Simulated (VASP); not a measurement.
# B6As (R-3m) in VASP: further runs

One crystal, B6As, is run at these levels: LDA; tasks: relaxation of cell and atoms.

Everything below comes from runs of VASP 6.6.1. Logs are shortened: lines on timing, memory, paths and dates and some standing lists are left out, and cuts for length are marked.

### 1 The structure

It takes space group R-3m (No. 166, trigonal). The conventional cell has a = 6.137 Å, b = 6.137 Å, c = 11.895 Å, α = 90.00°, β = 90.00°, γ = 120.00°. Around B (site symmetry m) lie 6 B at 1.77 to 1.90 Å. B (site symmetry m) has 5 B at 1.73 to 1.81 Å as nearest neighbours. As (site symmetry 3m) is surrounded by 3 B at 2.00 Å.

The cell is a database's computed one.

### 2 Relaxation of cell and atoms, LDA

INCAR

```
PREC = Accurate
ENCUT = 600
EDIFF = 1E-6
ISMEAR = 0
SIGMA = 0.03
LREAL = False
LASPH = True
NELM = 80
ALGO = Normal
ISIF = 3
LWAVE = False
LCHARG = False
IBRION = 2
NSW = 90
EDIFFG = -0.01
KPAR = 4
```

KPOINTS

```
Automatic mesh
0
Gamma
  6 6 6
```

POSCAR

```
B6As
1.0
    3.0684222178      1.7715543935      3.9649353976
   -3.0684222178      1.7715543935      3.9649353976
    0.0000000000     -3.5431087869      3.9649353976
B As
12 2
Direct
    0.0152897200      0.0152897200      0.3248784800
    0.0152897200      0.3248784800      0.0152897200
    0.8218557000      0.2724864900      0.8218557000
    0.8218557000      0.8218557000      0.2724864900
    0.2724864900      0.8218557000      0.8218557000
    0.7275135100      0.1781443000      0.1781443000
    0.1781443000      0.7275135100      0.1781443000
    0.1781443000      0.1781443000      0.7275135100
    0.9847102800      0.6751215200      0.9847102800
    0.9847102800      0.9847102800      0.6751215200
    0.6751215200      0.9847102800      0.9847102800
    0.3248784800      0.0152897200      0.0152897200
    0.6005523500      0.6005523500      0.6005523500
    0.3994476500      0.3994476500      0.3994476500
```

Potentials or basis: VASP PAW LDA potentials, release 64 (B, As).

Started as:

```sh
cat potpaw_LDA.64/B/POTCAR potpaw_LDA.64/As/POTCAR > POTCAR
mpirun -np 4 vasp_std > vasp.out
```

OUTCAR:

```text
PREC = Accurate
   ENCUT = 600
   EDIFF = 1E-6
   ISMEAR = 0
   LREAL = False
   LASPH = True
   NELM = 80
   ISIF = 3
   IBRION = 2
   NSW = 90
   EDIFFG = -0.01

 ion  position               nearest neighbor table
   1  0.015  0.015  0.325-  10 1.77   7 1.78   6 1.78   4 1.81   2 1.90  12 1.90
   2  0.015  0.325  0.015-   9 1.77   8 1.78   6 1.78   3 1.81  12 1.90   1 1.90
   3  0.822  0.272  0.822-   8 1.73   6 1.73  10 1.78  11 1.78   2 1.81  13 2.00
   4  0.822  0.822  0.272-   6 1.73   7 1.73   9 1.78  11 1.78   1 1.81  13 2.00
   5  0.272  0.822  0.822-   8 1.73   7 1.73  10 1.78   9 1.78  12 1.81  13 2.00
   6  0.728  0.178  0.178-   4 1.73   3 1.73   1 1.78   2 1.78  11 1.81  14 2.00
   7  0.178  0.728  0.178-   4 1.73   5 1.73   1 1.78  12 1.78   9 1.81  14 2.00
   8  0.178  0.178  0.728-   3 1.73   5 1.73   2 1.78  12 1.78  10 1.81  14 2.00
   9  0.985  0.675  0.985-   2 1.77   4 1.78   5 1.78   7 1.81  11 1.90  10 1.90
  10  0.985  0.985  0.675-   1 1.77   3 1.78   5 1.78   8 1.81   9 1.90  11 1.90
  11  0.675  0.985  0.985-  12 1.77   4 1.78   3 1.78   6 1.81   9 1.90  10 1.90
  12  0.325  0.015  0.015-  11 1.77   8 1.78   7 1.78   5 1.81   2 1.90   1 1.90
  13  0.601  0.601  0.601-   3 2.00   5 2.00   4 2.00  14 2.39
  14  0.399  0.399  0.399-   6 2.00   7 2.00   8 2.00  13 2.39

  LATTYP: Found a trigonal (rhomboedric) cell.
 ALAT       =     5.3173614305
 COS(alpha) =     0.3340097504

  Lattice vectors:

 A1 = (   3.0684222178,   1.7715543935,   3.9649353976)
 A2 = (  -3.0684222178,   1.7715543935,   3.9649353976)
 A3 = (   0.0000000000,  -3.5431087869,   3.9649353976)

Analysis of symmetry for initial positions (statically):
=====================================================================
 Subroutine PRICEL returns:
 Original cell was already a primitive cell.

 Routine SETGRP: Setting up the symmetry group for a
 trigonal (rhombohedral) supercell.

 Subroutine GETGRP returns: Found 12 space group operations
 (whereof 12 operations were pure point group operations)
 out of a pool of 12 trial point group operations.

The static configuration has the point symmetry D_3d.

Analysis of symmetry for dynamics (positions and initial velocities):
=====================================================================
 Subroutine PRICEL returns:
 Original cell was already a primitive cell.

 Routine SETGRP: Setting up the symmetry group for a
 trigonal (rhombohedral) supercell.

 Subroutine GETGRP returns: Found 12 space group operations
 (whereof 12 operations were pure point group operations)
 out of a pool of 12 trial point group operations.

The dynamic configuration has the point symmetry D_3d.

 Subroutine INISYM returns: Found 12 space group operations
 (whereof 12 operations are pure point group operations),
 and found     1 'primitive' translations

----------------------------------------------------------------------------------------

                                     Primitive cell

  volume of cell :     129.3174

  direct lattice vectors                    reciprocal lattice vectors
     3.068422218  1.771554393  3.964935398     0.162950195  0.094079339  0.084070306
    -3.068422218  1.771554393  3.964935398    -0.162950195  0.094079339  0.084070306
     0.000000000 -3.543108787  3.964935398     0.000000000 -0.188158678  0.084070306

  length of vectors
     5.317361431  5.317361431  5.317361431     0.206086158  0.206086158  0.206086158

  position of ions in fractional coordinates (direct lattice)
     0.015289720  0.015289720  0.324878480
     0.015289720  0.324878480  0.015289720
     0.821855700  0.272486490  0.821855700
     0.821855700  0.821855700  0.272486490
     0.272486490  0.821855700  0.821855700
     0.727513510  0.178144300  0.178144300
     0.178144300  0.727513510  0.178144300
     0.178144300  0.178144300  0.727513510
     0.984710280  0.675121520  0.984710280
     0.984710280  0.984710280  0.675121520
     0.675121520  0.984710280  0.984710280
     0.324878480  0.015289720  0.015289720
     0.600552350  0.600552350  0.600552350
     0.399447650  0.399447650  0.399447650

  ion indices of the primitive-cell ions
   primitive index   ion index
                 1           1
                 2           2
                 3           3
                 4           4
                 5           5
                 6           6
                 7           7
                 8           8
                 9           9
                10          10
                11          11
                12          12
                13          13
                14          14

----------------------------------------------------------------------------------------

 KPOINTS: Automatic mesh

Automatic generation of k-mesh.
 Grid dimensions read from file:
 generate k-points for:    6    6    6

 Generating k-lattice:

  Cartesian coordinates                     Fractional coordinates (reciprocal lattice)
     0.027158366  0.015679890  0.014011718     0.166666667 -0.000000000  0.000000000
    -0.027158366  0.015679890  0.014011718    -0.000000000  0.166666667  0.000000000
     0.000000000 -0.031359780  0.014011718     0.000000000  0.000000000  0.166666667

  Length of vectors
     0.034347693  0.034347693  0.034347693

  Shift w.r.t. Gamma in fractional coordinates (k-lattice)
     0.000000000  0.000000000  0.000000000

 Subroutine IBZKPT returns following result:
 ===========================================

 Found     32 irreducible k-points:

 Following reciprocal coordinates:
            Coordinates               Weight
  0.000000  0.000000  0.000000      1.000000
  0.166667 -0.000000  0.000000      6.000000
  0.333333 -0.000000 -0.000000      6.000000
  0.500000 -0.000000 -0.000000      3.000000
  0.166667  0.166667  0.000000      6.000000
  0.333333  0.166667 -0.000000     12.000000
[... 16 lines left out ...]
  0.500000  0.500000  0.166667      6.000000
 -0.333333  0.500000  0.166667     12.000000
 [... further k-points ...]
   k-points           NKPTS =     32   k-points in BZ     NKDIM =     32   number of bands    NBANDS=     31
   number of dos      NEDOS =    301   number of ions     NIONS =     14
   total plane-waves  NPLWV =  74088
   dimension x,y,z NGX =    42 NGY =   42 NGZ =   42
   dimension x,y,z NGXF=    84 NGYF=   84 NGZF=   84
   ions per type =              12   2
   NGX,Y,Z   is equivalent  to a cutoff of  13.13, 13.13, 13.13 a.u.
   NGXF,Y,Z  is equivalent  to a cutoff of  26.26, 26.26, 26.26 a.u.
 SYSTEM =  unknown system
   PREC   = accura    normal or accurate (medium, high low for compatibility)
   ISTART =      0    job   : 0-new  1-cont  2-samecut
   ICHARG =      2    charge: 1-file 2-atom 10-const
   ISPIN  =      1    spin polarized calculation?
   LNONCOLLINEAR =      F non collinear calculations
   LSORBIT =      F    spin-orbit coupling
   LASPH  =      T    aspherical Exc in radial PAW
   ENCUT  =  600.0 eV  44.10 Ry    6.64 a.u.  10.62 10.62 10.62*2*pi/ulx,y,z
   NELM   =     80;   NELMIN=  2; NELMDL= -5     # of ELM steps
   EDIFF  = 0.1E-05   stopping-criterion for ELM
   LREAL  =      F    real-space projection
   EDIFFG = -.1E-01   stopping-criterion for IOM
   NSW    =     90    number of steps for IOM
   IBRION =      2    ionic relax: 0-MD 1-quasi-New 2-CG
   NFREE  =      1    steps in history (QN), initial steepest desc. (CG)
   ISIF   =      3    stress and relaxation
   ISYM   =      2    0-nonsym 1-usesym 2-fastsym
   POTIM  = 0.5000    time-step for ionic-motion
   TEBEG  =    0.0;   TEEND  =   0.0 temperature during run
   PSTRESS=    0.0 pullay stress
   NELECT =      46.0000    total number of electrons
   NUPDOWN=      -1.0000    fix difference up-down
   EMIN   =  10.00;   EMAX   =-10.00  energy-range for DOS
   EFERMI =   0.00;   METHOD = LEGACY
   ISMEAR =     0;   SIGMA  =   0.03  broadening in eV -4-tet -1-fermi 0-gaus
   EFERMI_NEDOS =   21; number of points for ismear=-14 and -15
   IALGO  =     38    algorithm
   IMIX   =      4    mixing-type and parameters
     AMIX     =   0.40;   BMIX     =  1.00
     AMIX_MAG =   1.60;   BMIX_MAG =  1.00
  volume/ion in A,a.u.               =       9.24        62.33
  Fermi-wavevector in a.u.,A,eV,Ry     =   1.159957  2.192000 18.306633  1.345500
  Thomas-Fermi vector in A             =   2.296544
   LORBIT       =      0    0 simple, 1 ext, 2 COOP (PROOUT), +10 PAW based schemes
   GGA     = CA    functional components
   LHFCALC =     F    Hartree Fock is set to
   AEXX    =    0.0000 exact exchange contribution
   IVDW    =     0    specifies the selected vdW correction
   LEPSILON=     F    determine dielectric tensor
   LRPA    =     F    only Hartree local field effects (RPA)
 conjugate gradient relaxation of ions
 non-spin polarized calculation
 Gauss-broadening in eV      SIGMA  =   0.03
  energy-cutoff  :      600.00
  volume of cell :      129.32
 maximum number of plane-waves:      4336
   NGX = 21   NGY = 21   NGZ = 21

--------------------------------------- Ionic step        1  -------------------------------------------

 number of electron      46.0000001 magnetization

 Free energy of the ion-electron system (eV)
  ---------------------------------------------------
  ext. energy  EPLUGINS =         0.00000000
  ---------------------------------------------------
  free energy    TOTEN  =      -102.73740564 eV

  energy without entropy =     -102.73740564  energy(sigma->0) =     -102.73740564

------------------------ aborting loop because EDIFF is reached ----------------------------------------

  FORCE on cell =-STRESS in cart. coord.  units (eV):
  Direction    XX          YY          ZZ          XY          YZ          ZX
  --------------------------------------------------------------------------------------
  -------------------------------------------------------------------------------------
  Total       -4.4684282     -4.4684282     -4.7442727      0.0000000     -0.0000000      0.0000000
  in kB      -55.3615688    -55.3615688    -58.7791433      0.0000000     -0.0000000      0.0000000
  external PRESSURE =     -56.5007603 kB  Pullay stress =       0.0000000 kB
[... 321 lines left out ...]
  energy  without entropy=     -102.8048309868  energy(sigma->0) =     -102.80483099

--------------------------------------- Ionic step        8  -------------------------------------------

 number of electron      46.0000000 magnetization

 Free energy of the ion-electron system (eV)
  ---------------------------------------------------
  ext. energy  EPLUGINS =         0.00000000
  ---------------------------------------------------
  free energy    TOTEN  =      -102.80492555 eV

  energy without entropy =     -102.80492555  energy(sigma->0) =     -102.80492555

 E-fermi :   4.9663     XC(G=0): -11.2980

 val. band max:        4.7998007441   @ k =   0.1667  -0.0000   0.0000
 cond. band min:       7.4638453532   @ k =   0.5000  -0.0000  -0.0000
 fundamental gap:      2.6640446092
 Fermi energy:         4.9663269264

 k-point     1 :       0.0000    0.0000    0.0000
  band No.  band energies     occupation
      1      -9.9960      2.00000
      2      -7.0585      2.00000
      3      -5.2182      2.00000
      4      -5.2182      2.00000
      5      -5.1642      2.00000
      6      -4.0794      2.00000
[... 805 lines left out ...]
     30      11.1216      0.00000
     31      11.5287      0.00000

 [... further k-points ...]

------------------------ aborting loop because EDIFF is reached ----------------------------------------

  FORCE on cell =-STRESS in cart. coord.  units (eV):
  Direction    XX          YY          ZZ          XY          YZ          ZX
  --------------------------------------------------------------------------------------
  -------------------------------------------------------------------------------------
  Total       -0.0134785     -0.0134785     -0.0329804      0.0000000     -0.0000000     -0.0000000
  in kB       -0.1718257     -0.1718257     -0.4204374      0.0000000     -0.0000000     -0.0000000
  external PRESSURE =      -0.2546962 kB  Pullay stress =       0.0000000 kB
[... 29 lines left out ...]
  FREE ENERGIE OF THE ION-ELECTRON SYSTEM (eV)
  ---------------------------------------------------
  free  energy   TOTEN  =      -102.8049255518 eV

  energy  without entropy=     -102.8049255518  energy(sigma->0) =     -102.80492555

 reached required accuracy - stopping structural energy minimisation
```

Run time: 91 s. Hardware: 4 MPI ranks of AMD EPYC 9R45 (Zen 5), shared host; peak memory 0.28 GiB.

What came out:

| Item | Value |
| --- | --- |
| Free energy | -102.8049 eV |
| Relaxed volume | 8.98 Å³/atom |
| Relaxed cell | a = 5.263 Å, b = 5.263 Å, c = 5.263 Å, α = 70.65°, β = 70.65°, γ = 70.65° |
| Space group after relaxing (to 0.05 Å) | R-3m (No. 166) |
| Energy gained by relaxing | 4.8 meV/atom |
| Ionic steps | 8 |
| Pressure after relaxing | 0.0 GPa |
| Largest force after relaxing | 0.009 eV/Å |
| Band gap on the k mesh | 2.66 eV, indirect (least direct gap 2.70 eV) |

Forces on the atoms (eV/Å):
```
B    0.000 -0.005  0.000
B   -0.004  0.002  0.000
B    0.004 -0.002  0.000
B    0.000  0.004  0.000
B   -0.004 -0.002  0.000
B    0.004  0.002  0.000
B   -0.004  0.002  0.000
B    0.000 -0.004  0.000
B    0.004 -0.002  0.000
B    0.000  0.005  0.000
B   -0.004 -0.002  0.000
B    0.004  0.002  0.000
As   0.000  0.000 -0.009
As   0.000  0.000  0.009
```

Step by step:
| step | energy change (eV) | largest force (eV/Å) | pressure (GPa) | volume (Å³) |
| --- | --- | --- | --- | --- |
| 1 | 0.0000 | 0.1876 | -5.65 | 129.32 |
| 2 | -0.0147 | 0.4029 | 4.76 | 123.32 |
| 3 | -0.0638 | 0.1233 | -0.32 | 126.07 |
| 4 | -0.0665 | 0.0825 | 0.11 | 125.58 |
| 5 | -0.0669 | 0.0273 | -0.01 | 125.71 |
| 6 | -0.0674 | 0.0201 | 0.03 | 125.67 |
| 7 | -0.0674 | 0.0278 | 0.06 | 125.64 |
| 8 | -0.0675 | 0.0089 | -0.03 | 125.68 |

Final structure:
```yaml
crystal:
  lattice:
    - [3.04297, 1.75686, 3.91814]
    - [-3.04297, 1.75686, 3.91814]
    - [0.00000, -3.51372, 3.91814]
  atoms:
    - { symbol: B, position: [0.01572, 0.01572, 0.32434] }
    - { symbol: B, position: [0.01572, 0.32434, 0.01572] }
    - { symbol: B, position: [0.82206, 0.27217, 0.82206] }
    - { symbol: B, position: [0.82206, 0.82206, 0.27217] }
    - { symbol: B, position: [0.27217, 0.82206, 0.82206] }
    - { symbol: B, position: [0.72783, 0.17794, 0.17794] }
    - { symbol: B, position: [0.17794, 0.72783, 0.17794] }
    - { symbol: B, position: [0.17794, 0.17794, 0.72783] }
    - { symbol: B, position: [0.98428, 0.67566, 0.98428] }
    - { symbol: B, position: [0.98428, 0.98428, 0.67566] }
    - { symbol: B, position: [0.67566, 0.98428, 0.98428] }
    - { symbol: B, position: [0.32434, 0.01572, 0.01572] }
    - { symbol: As, position: [0.60107, 0.60107, 0.60107] }
    - { symbol: As, position: [0.39893, 0.39893, 0.39893] }
```

### 3 Relaxation of cell and atoms, LDA

This run uses another cell than the first one, of 8.98 Å³/atom, 0.972 times its volume.

INCAR, as its differences from that of step 2:

```diff
@@ -2,3 +2,3 @@
 ENCUT = 600
-EDIFF = 1E-6
+EDIFF = 1E-7
 ISMEAR = 0
@@ -14,3 +14,3 @@
 NSW = 90
-EDIFFG = -0.01
+EDIFFG = -0.005
 KPAR = 4
```

KPOINTS is that of step 2.

POSCAR

```
B6As                                    
1.0
    3.0429685549      1.7568587144      3.9181402208
   -3.0429685549      1.7568587144      3.9181402208
   -0.0000000000     -3.5137174286      3.9181402208
  B               As            
    12     2
Direct
     0.0157187223352038    0.0157187223352038    0.3243385404026281
     0.0157187223352040    0.3243385404026281    0.0157187223352037
     0.8220632302285558    0.2721693339679204    0.8220632302285555
     0.8220632302285554    0.8220632302285554    0.2721693339679206
     0.2721693339679204    0.8220632302285558    0.8220632302285555
     0.7278306660320795    0.1779367697714442    0.1779367697714444
     0.1779367697714442    0.7278306660320795    0.1779367697714444
     0.1779367697714445    0.1779367697714445    0.7278306660320792
     0.9842812776647960    0.6756614595973719    0.9842812776647963
     0.9842812776647962    0.9842812776647962    0.6756614595973720
     0.6756614595973719    0.9842812776647960    0.9842812776647963
     0.3243385404026281    0.0157187223352040    0.0157187223352037
     0.6010743139688614    0.6010743139688614    0.6010743139688614
     0.3989256860311387    0.3989256860311387    0.3989256860311386
```

Potentials or basis: VASP PAW LDA potentials, release 64 (B, As).

Started as:

```sh
cat potpaw_LDA.64/B/POTCAR potpaw_LDA.64/As/POTCAR > POTCAR
mpirun -np 4 vasp_std > vasp.out
```

Wall time 42 s (4 MPI ranks of AMD EPYC 9R45 (Zen 5), shared host); peak memory 0.27 GiB.

Results (log left out):

| Item | Value |
| --- | --- |
| Free energy | -102.8029 eV |
| Relaxed volume | 8.98 Å³/atom |
| Relaxed cell | a = 5.263 Å, b = 5.263 Å, c = 5.263 Å, α = 70.65°, β = 70.65°, γ = 70.65° |
| Space group after relaxing (to 0.05 Å) | R-3m (No. 166) |
| Energy gained by relaxing | 0.0 meV/atom |
| Ionic steps | 3 |
| Pressure after relaxing | 0.0 GPa |
| Band gap on the k mesh | 2.67 eV, indirect (least direct gap 2.70 eV) |

Forces in eV/Å, atoms in the order of the input:
```
B    0.000 -0.001  0.000
B   -0.001  0.001  0.000
B   -0.001  0.001 -0.002
B    0.000 -0.001 -0.002
B    0.001  0.001 -0.002
B   -0.001 -0.001  0.002
B    0.001 -0.001  0.002
B    0.000  0.001  0.002
B    0.001 -0.001  0.000
B    0.000  0.001  0.000
B   -0.001 -0.001  0.000
B    0.001  0.001  0.000
As   0.000  0.000 -0.001
As   0.000  0.000  0.001
```

Final structure:
```cif
data_structure
_symmetry_space_group_name_H-M 'P 1'
_symmetry_Int_Tables_number 1
_cell_length_a 5.2626
_cell_length_b 5.2626
_cell_length_c 5.2626
_cell_angle_alpha 70.649
_cell_angle_beta 70.649
_cell_angle_gamma 70.649
_cell_volume 125.66
loop_
_atom_site_label
_atom_site_type_symbol
_atom_site_fract_x
_atom_site_fract_y
_atom_site_fract_z
_atom_site_occupancy
B1 B 0.01571 0.01571 0.32436 1
B2 B 0.01571 0.32436 0.01571 1
B3 B 0.82208 0.27215 0.82208 1
B4 B 0.82208 0.82208 0.27215 1
B5 B 0.27215 0.82208 0.82208 1
B6 B 0.72785 0.17792 0.17792 1
B7 B 0.17792 0.72785 0.17792 1
B8 B 0.17792 0.17792 0.72785 1
B9 B 0.98429 0.67564 0.98429 1
B10 B 0.98430 0.98430 0.67564 1
B11 B 0.67564 0.98429 0.98429 1
B12 B 0.32436 0.01571 0.01571 1
As1 As 0.60105 0.60105 0.60105 1
As2 As 0.39895 0.39895 0.39895 1
```

Levels at points of the mesh, in eV from the valence-band top:
```csv
k point,band 21,band 22,band 23,band 24,band 25,band 26
"(0.00, 0.00, 0.00)",-0.24,0.00,0.00,4.51,4.77,4.77
"(0.50, 0.00, 0.00)",-1.28,-1.04,-0.03,2.67,4.25,4.60
"(0.50, 0.50, 0.00)",-0.95,-0.75,-0.24,3.40,4.52,4.79
"(0.50, 0.50, 0.50)",-0.81,-0.81,-0.09,2.77,3.78,3.79
```
